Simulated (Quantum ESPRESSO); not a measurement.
# NbP (I4_1md) in Quantum ESPRESSO: band structure with PBEsol

Aim: the band structure of NbP with PBEsol.

Program: Quantum ESPRESSO 7.5. These are calculated values, not measurements. Logs are shortened: lines on timing, memory, paths and dates and some standing lists are left out, and cuts for length are marked.

### 1 The structure

It takes space group I4_1md (No. 109, tetragonal). Conventional cell: a = 3.350 Å, b = 3.350 Å, c = 11.480 Å, α = 90.00°, β = 90.00°, γ = 90.00°. Around Nb (site symmetry 2mm) lie 6 P at 2.55 Å. Around P (site symmetry 2mm) lie 6 Nb at 2.55 Å.

The cell is a database's computed one.

### 2 Band structure, PBEsol

pw.in reads:

```
&CONTROL
  calculation = 'scf'
  prefix = 'pwscf'
  outdir = './tmp'
  pseudo_dir = './pseudo'
  tprnfor = .true.
  tstress = .true.
  disk_io = 'low'
/
&SYSTEM
  ibrav = 0
  celldm(1) = 8
  nat = 4
  ntyp = 2
  ecutwfc = 82
  nbnd = 26
  occupations = 'smearing'
  smearing = 'fd'
  degauss = 0.00367493
/
&ELECTRONS
  conv_thr = 8d-10
  electron_maxstep = 120
  mixing_beta = 0.5
/
ATOMIC_SPECIES
Nb    92.9064 Nb.upf
P     30.9738 P.upf
CELL_PARAMETERS alat
 -0.3956432788229   0.3956432788229   1.3559040472720
  0.3956432788229  -0.3956432788229   1.3559040472720
  0.3956432788229   0.3956432788229  -1.3559040472720
ATOMIC_POSITIONS crystal
Nb     0.2498808000    0.7498808000    0.5000000000
Nb     0.4998808000    0.4998808000    0.0000000000
P      0.8327477700    0.3327477700    0.5000000000
P      0.0827477700    0.0827477700    0.0000000000
K_POINTS automatic
11 11 11 0 0 0
```

bands.in reads:

```
&CONTROL
  calculation = 'bands'
  prefix = 'pwscf'
  outdir = './tmp'
  pseudo_dir = './pseudo'
  disk_io = 'low'
  verbosity = 'high'
/
&SYSTEM
  ibrav = 0
  celldm(1) = 8
  nat = 4
  ntyp = 2
  ecutwfc = 82
  nbnd = 26
  occupations = 'smearing'
  smearing = 'fd'
  degauss = 0.00367493
/
&ELECTRONS
  conv_thr = 1d-08
  electron_maxstep = 120
  mixing_beta = 0.5
  diago_full_acc = .true.
  startingwfc = 'random'
/
ATOMIC_SPECIES
Nb    92.9064 Nb.upf
P     30.9738 P.upf
CELL_PARAMETERS alat
 -0.3956432788229   0.3956432788229   1.3559040472720
  0.3956432788229  -0.3956432788229   1.3559040472720
  0.3956432788229   0.3956432788229  -1.3559040472720
ATOMIC_POSITIONS crystal
Nb     0.2498808000    0.7498808000    0.5000000000
Nb     0.4998808000    0.4998808000    0.0000000000
P      0.8327477700    0.3327477700    0.5000000000
P      0.0827477700    0.0827477700    0.0000000000
K_POINTS crystal
60
 0.0000000000  0.0000000000  0.0000000000 1
-0.0555555556  0.0555555556  0.0000000000 1
-0.1111111111  0.1111111111  0.0000000000 1
-0.1666666667  0.1666666667  0.0000000000 1
-0.2222222222  0.2222222222  0.0000000000 1
-0.2777777778  0.2777777778  0.0000000000 1
-0.3333333333  0.3333333333  0.0000000000 1
-0.3888888889  0.3888888889  0.0000000000 1
-0.4444444444  0.4444444444  0.0000000000 1
-0.5000000000  0.5000000000  0.0000000000 1
-0.5000000000  0.5000000000 -0.0425715708 1
-0.4618809642  0.4618809642 -0.0806906066 1
-0.4237619285  0.4237619285 -0.1188096423 1
-0.3856428927  0.3856428927 -0.1569286781 1
-0.3475238569  0.3475238569 -0.1950477139 1
-0.3094048212  0.3094048212 -0.2331667496 1
-0.2712857854  0.2712857854 -0.2712857854 1
-0.2325306732  0.2325306732 -0.2325306732 1
-0.1937755610  0.1937755610 -0.1937755610 1
-0.1550204488  0.1550204488 -0.1550204488 1
-0.1162653366  0.1162653366 -0.1162653366 1
-0.0775102244  0.0775102244 -0.0775102244 1
-0.0387551122  0.0387551122 -0.0387551122 1
 0.0000000000  0.0000000000  0.0000000000 1
 0.1250000000  0.1250000000 -0.1250000000 1
 0.2500000000  0.2500000000 -0.2500000000 1
 0.3750000000  0.3750000000 -0.3750000000 1
 0.5000000000  0.5000000000 -0.5000000000 1
 0.4618809642  0.5381190358 -0.5381190358 1
 0.4237619285  0.5762380715 -0.5762380715 1
 0.3856428927  0.6143571073 -0.6143571073 1
 0.3475238569  0.6524761431 -0.6524761431 1
 0.3094048212  0.6905951788 -0.6905951788 1
 0.2712857854  0.7287142146 -0.7287142146 1
 0.1356428927  0.6143571073 -0.6143571073 1
 0.0000000000  0.5000000000 -0.5000000000 1
-0.0312500000  0.5312500000 -0.4687500000 1
-0.0625000000  0.5625000000 -0.4375000000 1
-0.0937500000  0.5937500000 -0.4062500000 1
-0.1250000000  0.6250000000 -0.3750000000 1
-0.1562500000  0.6562500000 -0.3437500000 1
-0.1875000000  0.6875000000 -0.3125000000 1
-0.2187500000  0.7187500000 -0.2812500000 1
-0.2500000000  0.7500000000 -0.2500000000 1
-0.1037142146  0.8537142146 -0.3750000000 1
 0.0425715708  0.9574284292 -0.5000000000 1
 0.0841559734  0.9158440266 -0.5000000000 1
 0.1257403761  0.8742596239 -0.5000000000 1
 0.1673247788  0.8326752212 -0.5000000000 1
 0.2089091814  0.7910908186 -0.5000000000 1
 0.2504935841  0.7495064159 -0.5000000000 1
 0.2920779867  0.7079220133 -0.5000000000 1
 0.3336623894  0.6663376106 -0.5000000000 1
 0.3752467920  0.6247532080 -0.5000000000 1
 0.4168311947  0.5831688053 -0.5000000000 1
 0.4584155973  0.5415844027 -0.5000000000 1
 0.5000000000  0.5000000000 -0.5000000000 1
-0.5000000000  0.5000000000  0.0000000000 1
-0.3750000000  0.6250000000 -0.1250000000 1
-0.2500000000  0.7500000000 -0.2500000000 1
```

Potentials or basis: PseudoDojo 0.4.1 SR PBEsol standard.

Run with:

```console
$ OMP_NUM_THREADS=1 mpirun -n 2 pw.x -nk 2 -in pw.in > pw.out
$ OMP_NUM_THREADS=1 mpirun -n 2 pw.x -nk 2 -in bands.in > bands.out
```

pw.out:

```text
This program is part of the open-source Quantum ESPRESSO suite
     for quantum simulation of materials; please cite
[... 6 lines left out ...]
     using ibrav=0 with symmetry is DISCOURAGED, use correct ibrav instead

     K-points division:     npool     =       2
     Subspace diagonalization in iterative solution of the eigenvalue problem:
     a serial algorithm will be used

     G-vector sticks info
     --------------------
     sticks:   dense  smooth     PW     G-vecs:    dense   smooth      PW
     Sum        2523    2523    777                43603    43603    7403

     Using Slab Decomposition

     bravais-lattice index     =            0
     lattice parameter (alat)  =       8.0000  a.u.
     unit-cell volume          =     434.6768 (a.u.)^3
     number of atoms/cell      =            4
     number of atomic types    =            2
     number of electrons       =        36.00
     number of Kohn-Sham states=           26
     kinetic-energy cutoff     =      82.0000  Ry
     charge density cutoff     =     328.0000  Ry
     scf convergence threshold =      8.0E-10
     mixing beta               =       0.5000
     number of iterations used =            8  plain     mixing
     Exchange-correlation= PBESOL
                           (   1   4  10   8   0   0   0)

     celldm(1)=   8.000000  celldm(2)=   0.000000  celldm(3)=   0.000000
     celldm(4)=   0.000000  celldm(5)=   0.000000  celldm(6)=   0.000000

     crystal axes: (cart. coord. in units of alat)
               a(1) = (  -0.395643   0.395643   1.355904 )
               a(2) = (   0.395643  -0.395643   1.355904 )
               a(3) = (   0.395643   0.395643  -1.355904 )

     reciprocal axes: (cart. coord. in units 2 pi/alat)
               b(1) = (  0.000000  1.263765  0.368758 )
               b(2) = (  1.263765  0.000000  0.368758 )
               b(3) = (  1.263765  1.263765  0.000000 )

     PseudoPot. # 1 for Nb read from file:
     Nb.upf
     Pseudo is Norm-conserving + core correction, Zval = 13.0
     Generated using ONCVPSP code by D. R. Hamann
     Using radial grid of 1660 points,  6 beta functions with:
                l(1) =   0
                l(2) =   0
                l(3) =   1
                l(4) =   1
                l(5) =   2
                l(6) =   2

     PseudoPot. # 2 for P  read from file:
     P.upf
     Pseudo is Norm-conserving + core correction, Zval =  5.0
     Generated using ONCVPSP code by D. R. Hamann
     Using radial grid of 1298 points,  6 beta functions with:
                l(1) =   0
                l(2) =   0
                l(3) =   1
                l(4) =   1
                l(5) =   2
                l(6) =   2

     atomic species   valence    mass     pseudopotential
     Nb               13.00    92.90640     Nb( 1.00)
     P                 5.00    30.97380     P ( 1.00)

      8 Sym. Ops. (no inversion) found ( 4 have fractional translation)

   Cartesian axes

     site n.     atom                  positions (alat units)
         1        Nb     tau(   1) = (   0.3956433  -0.0000000   0.6776288  )
         2        Nb     tau(   2) = (   0.0000000  -0.0000000   1.3555808  )
         3        P      tau(   3) = (   0.0000000   0.3956433   0.9023481  )
         4        P      tau(   4) = (   0.0000000  -0.0000000   0.2243961  )

     number of k points=   126  Fermi-Dirac smearing, width (Ry)=  0.0037

     Number of k-points >= 100: set verbosity='high' to print them.

     Dense  grid:    43603 G-vectors     FFT dimensions: (  72,  72,  72)

     Initial potential from superposition of free atoms

     starting charge      35.9955, renormalised to      36.0000
     Starting wfcs are   28 randomized atomic wfcs

     Self-consistent Calculation

     iteration #  1     ecut=    82.00 Ry     beta= 0.50
     Davidson diagonalization with overlap
     ethr =  1.00E-02,  avg # of iterations =  3.7

     total energy              =    -276.83060047 Ry
     estimated scf accuracy    <       0.54041698 Ry

     iteration #  2     ecut=    82.00 Ry     beta= 0.50
     Davidson diagonalization with overlap
     ethr =  1.50E-03,  avg # of iterations =  2.0

     total energy              =    -276.98326706 Ry
     estimated scf accuracy    <       0.16077072 Ry

     iteration #  3     ecut=    82.00 Ry     beta= 0.50
     Davidson diagonalization with overlap
     ethr =  4.47E-04,  avg # of iterations =  1.7

     total energy              =    -277.01326456 Ry
     estimated scf accuracy    <       0.00495398 Ry

     iteration #  4     ecut=    82.00 Ry     beta= 0.50
     Davidson diagonalization with overlap
     ethr =  1.38E-05,  avg # of iterations =  5.1

     total energy              =    -277.01397224 Ry
     estimated scf accuracy    <       0.00012497 Ry

     iteration #  5     ecut=    82.00 Ry     beta= 0.50
     Davidson diagonalization with overlap
     ethr =  3.47E-07,  avg # of iterations =  3.6

     total energy              =    -277.01400591 Ry
     estimated scf accuracy    <       0.00000474 Ry

     iteration #  6     ecut=    82.00 Ry     beta= 0.50
     Davidson diagonalization with overlap
     ethr =  1.32E-08,  avg # of iterations =  3.3

     total energy              =    -277.01400694 Ry
     estimated scf accuracy    <       0.00000034 Ry

     iteration #  7     ecut=    82.00 Ry     beta= 0.50
     Davidson diagonalization with overlap
     ethr =  9.34E-10,  avg # of iterations =  2.8

     total energy              =    -277.01400705 Ry
     estimated scf accuracy    <       0.00000006 Ry

     iteration #  8     ecut=    82.00 Ry     beta= 0.50
     Davidson diagonalization with overlap
     ethr =  1.73E-10,  avg # of iterations =  2.0

     total energy              =    -277.01400706 Ry
     estimated scf accuracy    <          3.0E-09 Ry

     iteration #  9     ecut=    82.00 Ry     beta= 0.50
     Davidson diagonalization with overlap
     ethr =  8.24E-12,  avg # of iterations =  2.3

     End of self-consistent calculation

     Number of k-points >= 100: set verbosity='high' to print the bands.

     the Fermi energy is    14.8439 ev

!    total energy              =    -277.01400706 Ry
     estimated scf accuracy    <          3.0E-11 Ry
     smearing contrib. (-TS)   =      -0.00041008 Ry
     internal energy E=F+TS    =    -277.01359698 Ry

     The total energy is F=E-TS. E is the sum of the following terms:
     one-electron contribution =     -40.58382186 Ry
     hartree contribution      =      39.24089008 Ry
     xc contribution           =     -60.33039773 Ry
     ewald contribution        =    -215.34026748 Ry

     convergence has been achieved in   9 iterations

     Forces acting on atoms (cartesian axes, Ry/au):

     atom    1 type  1   force =     0.00000000    0.00000000    0.00065830
     atom    2 type  1   force =    -0.00000000   -0.00000000    0.00065830
     atom    3 type  2   force =     0.00000000    0.00000000   -0.00065830
     atom    4 type  2   force =     0.00000000    0.00000000   -0.00065830

     Total force =     0.001317     Total SCF correction =     0.000001

     Computing stress (Cartesian axis) and pressure

          total   stress  (Ry/bohr**3)                   (kbar)     P=      -63.63
  -0.00042743   0.00000000   0.00000000          -62.88        0.00        0.00
  -0.00000000  -0.00042743   0.00000000           -0.00      -62.88        0.00
   0.00000000   0.00000000  -0.00044275            0.00        0.00      -65.13

=------------------------------------------------------------------------------=
   JOB DONE.
=------------------------------------------------------------------------------=
```

Run time: 19 min. Hardware: 2 MPI ranks of Arm Neoverse N1, shared host; peak memory 0.54 GiB.

What came out:

```yaml
Free_energy: -3768.9676 eV
Pressure: -6.4 GPa
Largest_force: 0.017 eV/Å
Band_gap_on_the_k_mesh: none (metal or under the smearing width)
```

Forces on the atoms (eV/Å):
```
Nb   0.000  0.000  0.017
Nb   0.000  0.000  0.017
P    0.000  0.000 -0.017
P    0.000  0.000 -0.017
```

Stress tensor (GPa, compression positive):
```
-6.29  0.00  0.00
 0.00 -6.29  0.00
 0.00  0.00 -6.51
```

Levels at the corners of the path, in eV from the Fermi level:
```
point  band 14  band 15  band 16  band 17  band 18  band 19  band 20  band 21  band 22  band 23
    Γ    -2.22    -2.15    -1.72    -1.34    -1.34     0.83     1.60     2.65     3.15     3.15
    X    -4.62    -2.84    -2.84    -0.44    -0.44     2.96     2.96     3.06     3.06     4.01
    Y    -4.56    -2.81    -2.81    -0.48    -0.48     2.75     2.75     3.13     3.13     3.99
    S    -3.16    -2.27    -2.19    -1.47    -0.15     0.13     1.63     2.38     2.67     3.16
    Γ    -2.22    -2.15    -1.72    -1.34    -1.34     0.83     1.60     2.65     3.15     3.15
    Z    -2.69    -2.68    -2.68    -0.50    -0.50     1.19     1.19     2.30     2.30     3.56
   S1    -3.16    -2.27    -2.19    -1.47    -0.15     0.13     1.63     2.38     2.67     3.16
    N    -3.20    -2.30    -1.87    -1.52    -0.12     0.07     1.31     2.43     2.63     3.27
    P    -4.53    -2.88    -2.88    -0.42    -0.42     2.97     2.97     3.04     3.04     4.02
   Y1    -4.56    -2.81    -2.81    -0.48    -0.48     2.75     2.75     3.13     3.13     3.99
    Z    -2.69    -2.68    -2.68    -0.50    -0.50     1.19     1.19     2.30     2.30     3.56
    X    -4.62    -2.84    -2.84    -0.44    -0.44     2.96     2.96     3.06     3.06     4.01
    P    -4.53    -2.88    -2.88    -0.42    -0.42     2.97     2.97     3.04     3.04     4.02
```
